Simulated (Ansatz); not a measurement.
# Relaxing InP in the rocksalt type

First guess:

```yaml
crystal:
  lattice:
    - [0.00000, 2.57080, 2.57080]
    - [2.57080, 0.00000, 2.57080]
    - [2.57080, 2.57080, 0.00000]
  atoms:
    - { symbol: In, position: [0.00000, 0.00000, 0.00000] }
    - { symbol: P, position: [0.50000, 0.50000, 0.50000] }
```

Computed with Ansatz 0.2.0, DFT, PBE, PAW with Ansatz's default frozen-core files, scalar-relativistic.

Cell and atoms relax within the symmetry of the start on a 14×14×14 k mesh with 0.08 eV Fermi–Dirac smearing.

The start is built from a prototype, known or not as a phase of this compound; the cutoff is 420 eV.

Spin–orbit coupling is left out, though it moves levels of the heavy atoms by tenths of an eV or more.

Question: What is the pressure of the first guess?

Answer: 28.2 GPa.

Question: What does it relax to?

Answer: a = 5.541 Å, b = 5.541 Å, c = 5.541 Å, α = 90.00°, β = 90.00°, γ = 90.00° (conventional cell), 21.27 Å³ per atom:
```cif
data_structure
_symmetry_space_group_name_H-M 'Fm-3m'
_symmetry_Int_Tables_number 225
_cell_length_a 5.5411
_cell_length_b 5.5411
_cell_length_c 5.5411
_cell_angle_alpha 90.000
_cell_angle_beta 90.000
_cell_angle_gamma 90.000
_cell_volume 170.13
loop_
_atom_site_label
_atom_site_type_symbol
_atom_site_symmetry_multiplicity
_atom_site_Wyckoff_symbol
_atom_site_fract_x
_atom_site_fract_y
_atom_site_fract_z
_atom_site_occupancy
In1 In 4 a 0.00000 0.00000 0.00000 1
P1 P 4 b 0.50000 0.00000 0.00000 1
```

Question: How much energy does the relaxation release?

Answer: 304 meV/atom.
